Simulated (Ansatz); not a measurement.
# MgS (F-43m) in Ansatz: reference runs

Aim: a first look at MgS with PBE, on the cell as given and on a disturbed one.

Everything below comes from runs of Ansatz 0.2.0. Logs are shortened: lines on timing, memory, paths and dates and some standing lists are left out, and cuts for length are marked.

## 1. The structure

The structure is cubic, space group F-43m (No. 216). The conventional cell has a = 5.666 Å, b = 5.666 Å, c = 5.666 Å, α = 90.00°, β = 90.00°, γ = 90.00°. S (site symmetry -43m) is surrounded by 4 Mg at 2.45 Å. Mg (site symmetry -43m) has 4 S at 2.45 Å as nearest neighbours.

The cell comes from a database or a generator and needn't be the stable form of this composition.

## 2. Single point, PBE

Contents of input.yaml:

```yaml
crystal:
  lattice:
    - [0.0, 2.8331200468, 2.8331200468]
    - [2.8331200468, 0.0, 2.8331200468]
    - [2.8331200468, 2.8331200468, 0.0]
  atoms:
    - { symbol: S, position: [0.25, 0.25, 0.25] }
    - { symbol: Mg, position: [0.0, 0.0, 0.0] }
kpoints:
  mp_grid: { grid: [8, 8, 8] }
scf:
  occupations: { method: fermi_dirac, width: 0.05 }
hamiltonian:
  xc: pbe
  pseudopotentials: { kind: all_electron, lapw: { basis_error: 0.001 } }
output:
  forces: true
  stress: true
  eigenvalues: true
  populations: true
```

Potentials or basis: all-electron LAPW, scalar-relativistic.

Run with:

```console
$ ansatz run input.yaml --threads 1 --pin off --max-ram 3072MiB --backend cpu --events-out ev --progress --plain --runs-dir out
```

Log:

```text
Warning: RAYON_NUM_THREADS=1 ignored (pool sized by the plan → 1); use --threads N
S: projections on atomic orbitals take those of the free atom 1s2 2s2 2p6 3s2 3p4, of charge +0.00 (hamiltonian.pseudopotentials.projection_atoms)
Mg: projections on atomic orbitals take those of the free atom 1s2 2s2 2p6 3s2, of charge +0.00 (hamiltonian.pseudopotentials.projection_atoms)
LAPW: plane waves up to 7.389 Å⁻¹, error target 1.0e-3 eV per atom; small_component_spin mean_spin; Mg in spheres of 1.257 Å, 10 of its electrons in bands, Dirac shells []; S in spheres of 1.196 Å, 14 of its electrons in bands, Dirac shells [] (how accurate: hamiltonian.pseudopotentials.lapw.basis_error, Limitations)
Engine: ansatz 0.2.0, aarch64-unknown-linux-gnu
Pseudopotentials: kind: all_electron
Pseudopotential: S, LAPW, valence charge 14, lapw/all_electron/scalar/gaussian/S, Koelling and Harmon's equation, gaussian nucleus
Pseudopotential: Mg, LAPW, valence charge 10, lapw/all_electron/scalar/gaussian/Mg, Koelling and Harmon's equation, gaussian nucleus
Functional definition: PBE
  parameter kappa = 0.804
  parameter beta = 0.06672455060314922
  exchange = pbe_x(kappa = kappa, mu = beta*pi^2/3)
  correlation = pbe_c(beta = beta)
Crystal: 2 atoms, lattice volume = 45.480 Å³
Basis set: ecut = 207.99985052879484 eV, 331 PW (Γ), exchange–correlation at level 2
Bands: 16, of which v1, the nominal top of the filled ones, is band 12 counted from 1 (11 counted from 0)
Symmetry: 24 space group operations
Space group: F-43m (ITA 216), of the structure as read, at distance tolerance 3.6e-5 Å
k-points: 29 of 512 (time reversal used)
Non-local potential: S, projectors of the file, none
Non-local potential: Mg, projectors of the file, none
Initial density: superposition of atomic densities (chi_scale 0.1, normalization cell, long waves kept (reshape's long-wave potential 0.00 eV rms))
Initial wavefunctions: plane waves of lowest kinetic energy (no species holds an atomic orbital)
Functional: x = pbe(κ = 0.804, μ = 0.2195149727645171), c = pbe(β = 0.06672455060314922)
iter 1 solved again at ethr=6.39e-3 eV; its pass at ethr=1.00e-1 eV (dr2=1.53e0 eV) is discarded
SCF iter   1: F=—  HF=-16317.419418 eV  |F-HF|=—  |Δ(HF+E_count)|=         —  Δρ=4.15e-2  dr2=1.53e0  ethr=6.39e-3  ⟨swp⟩=2.0  Hψ=3219  notcnv=0
preconditioner: auto → none  [insulator: Δε(μ)=4.136 eV  Ē_g=11.741 eV  σ=0.050 eV  W_gap=1.00  n_scr=14 (ndim 8)  ℏωp=15.6 eV  f_vac=0.004  D(μ)=0.00/eV (n_scr^D=0)  ε∞_Penn≈2.8]
iter 2 solved again at ethr=1.23e-4 eV; its pass at ethr=6.39e-3 eV (dr2=2.96e-2 eV) is discarded
SCF iter   2: F=—  HF=-16316.909197 eV  |F-HF|=—  |Δ(HF+E_count)|=   5.10e-1  Δρ=1.01e-2  dr2=2.95e-2  ethr=1.23e-4  ⟨swp⟩=2.1  Hψ=2437  notcnv=0
SCF iter   3: F=—  HF=-16316.906540 eV  |F-HF|=—  |Δ(HF+E_count)|=         —  Δρ=5.47e-3  dr2=1.49e-2  ethr=1.23e-4  ⟨swp⟩=2.0  Hψ=1392  notcnv=0
the basis was enlarged: its passes take 160.7 KiB over the memory plan, 1 of 1 planned eigensolver slots
SCF iter   4: F=—  HF=-16316.910729 eV  |F-HF|=—  |Δ(HF+E_count)|=   4.19e-3  Δρ=2.15e-3  dr2=2.36e-3  ethr=6.23e-5  ⟨swp⟩=2.0  Hψ=1377  notcnv=0
SCF iter   5: F=—  HF=-16316.911354 eV  |F-HF|=—  |Δ(HF+E_count)|=   6.25e-4  Δρ=4.51e-4  dr2=1.16e-4  ethr=9.84e-6  ⟨swp⟩=2.0  Hψ=1289  notcnv=0
SCF iter   6: F=—  HF=-16316.911408 eV  |F-HF|=—  |Δ(HF+E_count)|=   5.32e-5  Δρ=5.59e-5  dr2=2.06e-6  ethr=4.82e-7  ⟨swp⟩=2.9  Hψ=1306  notcnv=0
SCF iter   7: F=-16316.911410 eV  HF=-16316.911410 eV  |F-HF|=1.36e-8  |Δ(HF+E_count)|=   2.29e-6  Δρ=3.87e-6  dr2=7.26e-9  ethr=8.58e-9  ⟨swp⟩=3.0  Hψ=1373  notcnv=0
SCF 1 converged in 7 iterations: F = -16316.911410 eV  dr2 = 7.26e-9
SCF converged after 7 iterations
Free energy (F): -16316.911410 eV
Harris-Foulkes:  -16316.911410 eV  (|F-HF|=1.36e-8)
Internal energy: -16316.911410 eV  (E = F + TS)
E sigma→0 (E₀):  -16316.911410 eV
Fermi energy:    5.145580 eV
--- Per-component energies (eV) ---
  E_band       = -1632.936939
  E_kinetic    = 16372.156642
  E_xc         = -1147.155299
  E_electrostatic = -31541.912753  (all electrons and nuclei)
  E_smearing   = -0.000000  (= −TS)
  E_closure    = 0.000000  (closes the sum)
  E_atoms      = -16308.471871  (free atoms, spherical and without spin; not in F)
  Σ components = -16316.911410   (vs F -16316.911410, Δ=0.00e0)
  Basis errors (estimates in eV, not in F): energy 4.9e-4 per atom: plane waves 4.5e-4 (2.7e-4 summed), levels above the bands 2.7e-67, relativity 8.5e-8, radial functions 4.3e-5, core shells 4.1e-14; eigenvalues (radial functions only) 3.7e-6; not estimated: angular momenta, meshes, grids; target (lapw.basis_error) 1.0e-3; muffin-tin radii Mg 1.257 Å, S 1.196 Å
--- Forces (eV/Å), atoms counted from 1 ---
  atom   1  S     -0.00000000     0.00000000     0.00000000
  atom   2  Mg     0.00000000    -0.00000000    -0.00000000
  max |Σ_I F_I| component: 4.16e-17 eV/Å
--- Stress (GPa, compression-positive) ---
        0.945527       0.000000      -0.000000
        0.000000       0.945527       0.000000
       -0.000000       0.000000       0.945527
  P = ⅓ Tr σ = 0.9455 GPa (9.455 kbar)
--- Band table (eV; the first three rows and the last of 29) ---
  k-point 0: bands = ["-199.7466", "-144.5115", "-144.5115", "-144.5115", "-70.4255", "-37.1822", "-37.1822", "-37.1822", "-7.9041", "3.3541", "3.3541", "3.3541", "6.8027", "11.2791", "11.2791", "11.2791"]
  k-point 1: bands = ["-199.7466", "-144.5115", "-144.5115", "-144.5115", "-70.4255", "-37.1825", "-37.1822", "-37.1822", "-7.8167", "2.6770", "3.3014", "3.3014", "7.4613", "11.0920", "11.4553", "11.4553"]
  k-point 2: bands = ["-199.7466", "-144.5115", "-144.5115", "-144.5115", "-70.4255", "-37.1834", "-37.1824", "-37.1824", "-7.5907", "1.5115", "3.1822", "3.1822", "8.3159", "11.1268", "11.4933", "11.4933"]
  k-point 28: bands = ["-199.7466", "-144.5115", "-144.5115", "-144.5115", "-70.4254", "-37.1842", "-37.1836", "-37.1831", "-6.9955", "1.0671", "1.5358", "2.0413", "8.8842", "11.2478", "11.5335", "11.8772"]
--- Löwdin populations: 2 sites ---
  site symbol       q [e]
     0      S     17.2827
     1     Mg     10.5855
  spilling = 0.004705 (of n_electrons = 28.000000)
```

It took 7.7 s on 1 thread of Arm Neoverse V1, shared host; peak memory 0.23 GiB.

What came out:

| Quantity | Value |
| --- | --- |
| Free energy | -16316.9114 eV |
| Pressure | 0.9 GPa |
| Band gap on the k mesh | 3.45 eV, direct |
| Loewdin charges | S -1.28; Mg +1.41 e |

Caveat: the atomic charges don't sum to the cell's charge.

## 3. Single point, PBE (atoms moved at random, drawn with an rms of 0.05 Å)

input.yaml: that of step 2 with these lines changed.

```diff
@@ -6,4 +6,4 @@
   atoms:
-    - { symbol: S, position: [0.25, 0.25, 0.25] }
-    - { symbol: Mg, position: [0.0, 0.0, 0.0] }
+    - { symbol: S, position: [0.257793, 0.246665, 0.250283] }
+    - { symbol: Mg, position: [-0.01286, 0.011069, 0.003398] }
 kpoints:
```

Potentials or basis: all-electron LAPW, scalar-relativistic.

Run with:

```console
$ ansatz run input.yaml --threads 1 --pin off --max-ram 3072MiB --backend cpu --events-out ev --progress --plain --runs-dir out
```

Log:

```text
Warning: the atoms were moved onto the symmetric positions of the space group found under crystal.symmetry.tolerance 1.0e-5 (fractional; no operation is sought that the atoms, as they stand in a round, miss by more than twice it, and no atom is moved by as much as it), and the run uses the moved positions. Before a round's move an operation carried an atom to 3.81e-5 Å from where it should land, the largest such distance. Atom 0 (counting from 0) moved farthest, by 1.90e-5 Å; the longest move in fractions of the cell, of whichever atom, is 0.47 of the tolerance, in 1 round. To run the atoms as typed, lower crystal.symmetry.tolerance until the operations that they miss are no longer found, or set crystal.symmetry.detect: false (a key that needs symmetry detection or time reversal refuses this as the deck is read). The positions used, in the order of the run's atom list: position: [0.257793, 0.246665, 0.25027825]; position: [-0.01286, 0.011069, 0.003402749999999987];
Warning: RAYON_NUM_THREADS=1 ignored (pool sized by the plan → 1); use --threads N
S: projections on atomic orbitals take those of the free atom 1s2 2s2 2p6 3s2 3p4, of charge +0.00 (hamiltonian.pseudopotentials.projection_atoms)
Mg: projections on atomic orbitals take those of the free atom 1s2 2s2 2p6 3s2, of charge +0.00 (hamiltonian.pseudopotentials.projection_atoms)
LAPW: plane waves up to 7.616 Å⁻¹, error target 1.0e-3 eV per atom; small_component_spin mean_spin; Mg in spheres of 1.229 Å, 10 of its electrons in bands, Dirac shells []; S in spheres of 1.157 Å, 14 of its electrons in bands, Dirac shells [] (how accurate: hamiltonian.pseudopotentials.lapw.basis_error, Limitations)
[... 8 set-up lines as earlier in the session ...]
[... 36 lines left out ...]
  E_closure    = 0.000000  (closes the sum)
  E_atoms      = -16308.471871  (free atoms, spherical and without spin; not in F)
  Σ components = -16316.895896   (vs F -16316.895896, Δ=0.00e0)
  Basis errors (estimates in eV, not in F): energy 5.0e-4 per atom: plane waves 4.5e-4 (2.8e-4 summed), levels above the bands 3.6e-67, relativity 6.1e-8, radial functions 4.9e-5, core shells 6.7e-12; eigenvalues (radial functions only) 2.3e-6; not estimated: angular momenta, meshes, grids; target (lapw.basis_error) 1.0e-3; muffin-tin radii Mg 1.229 Å, S 1.157 Å
--- Forces (eV/Å), atoms counted from 1 ---
  atom   1  S      0.29598569    -0.29598569    -0.14815611
  atom   2  Mg    -0.29593567     0.29593567     0.14812915
  max |Σ_I F_I| component: 5.00e-5 eV/Å
--- Stress (GPa, compression-positive) ---
        1.054789      -0.519568      -1.118690
       -0.519568       1.054789       1.118690
       -1.118690       1.118690       1.130621
  P = ⅓ Tr σ = 1.0801 GPa (10.801 kbar)
--- Band table (eV; the first three rows and the last of 150) ---
  k-point 0: bands = ["-199.7443", "-144.5101", "-144.5089", "-144.5082", "-70.4275", "-37.1887", "-37.1853", "-37.1786", "-7.9055", "3.2529", "3.3763", "3.4304", "6.7996", "11.2696", "11.2717", "11.3045"]
  k-point 1: bands = ["-199.7443", "-144.5101", "-144.5089", "-144.5082", "-70.4275", "-37.1888", "-37.1856", "-37.1787", "-7.8183", "2.6844", "3.2245", "3.3668", "7.4596", "11.0795", "11.4260", "11.4973"]
  k-point 2: bands = ["-199.7443", "-144.5101", "-144.5089", "-144.5082", "-70.4275", "-37.1891", "-37.1862", "-37.1789", "-7.5927", "1.5211", "3.1048", "3.2463", "8.3134", "11.1173", "11.4172", "11.5647"]
  k-point 149: bands = ["-199.7443", "-144.5101", "-144.5089", "-144.5082", "-70.4274", "-37.1905", "-37.1863", "-37.1803", "-7.0054", "0.5497", "2.3188", "2.3480", "7.2393", "8.9904", "14.4754", "15.6394"]
--- Löwdin populations: 2 sites ---
  site symbol       q [e]
     0      S     17.2833
     1     Mg     10.5850
  spilling = 0.004703 (of n_electrons = 28.000000)
```

It took 32 s on 1 thread of Arm Neoverse V1, shared host; peak memory 0.36 GiB.

Results:

| Quantity | Value |
| --- | --- |
| Free energy | -16316.8959 eV |
| Pressure | 1.1 GPa |
| Largest force | 0.444 eV/Å |
| Band gap on the k mesh | 3.37 eV, direct |
| Loewdin charges | S -1.28; Mg +1.42 e |

Forces on the atoms (eV/Å):
```
S    0.296 -0.296 -0.148
Mg  -0.296  0.296  0.148
```

Stress tensor (GPa, compression positive):
```
 1.05 -0.52 -1.12
-0.52  1.05  1.12
-1.12  1.12  1.13
```

Levels at points of the mesh, in eV from the valence-band top:
```
             k point  band 8  band 9  band 10  band 11  band 12  band 13  band 14  band 15  band 16
  (0.00, 0.00, 0.00)  -40.61  -11.34    -0.18    -0.05     0.00     3.37     7.84     7.84     7.87
 (0.00, 0.00, -0.50)  -40.61  -10.66    -3.18    -0.48    -0.34     5.02     7.46     7.61     8.52
 (0.00, -0.50, 0.00)  -40.61  -10.66    -3.14    -0.48    -0.38     5.02     7.45     7.57     8.53
(0.00, -0.50, -0.50)  -40.61  -10.44    -2.88    -1.15    -1.05     3.81     5.56    11.05    12.20
 (-0.50, 0.00, 0.00)  -40.61  -10.65    -3.26    -0.38    -0.33     5.04     7.56     7.61     8.49
(-0.50, -0.50, 0.00)  -40.61  -10.44    -2.88    -1.11    -1.08     3.81     5.56    11.05    12.21
```

Caveat: the atomic charges don't sum to the cell's charge.
